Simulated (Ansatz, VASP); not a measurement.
**Two plane-wave programs on K**

```
CELL_PARAMETERS angstrom
9.48527 0.00000 0.00000
0.00000 9.48527 0.00000
0.00000 0.00000 4.88352
ATOMIC_POSITIONS crystal
K 0.00000 0.00000 0.00000
```

Alike in both runs: task single point; functional LDA; k mesh 6 × 6 × 12; occupations gaussian, width 0.15 eV; no spin polarisation.

|  | VASP | Ansatz |
| --- | --- | --- |
| version | VASP 6.6.1 | Ansatz 0.2.0 |
| potentials or method | VASP PAW LDA potentials, release 64 (K_sv) | scalar-relativistic, plane waves, PAW |
| plane-wave cutoff (eV) | 520 | 420 |
| valence electrons in the cell | 9 | 9 |

|  | VASP | Ansatz | Ansatz less VASP |
| --- | --- | --- | --- |
| gap on the k mesh at the Fermi level (eV) | none | none | - |
| pressure (GPa) | -0.1 | -0.1 | 0.00 |
| largest component of the traceless stress (GPa) | 0.19 | 0.19 | 0.000 |

A gap of «none» marks a metal or a gap that the smearing closes.
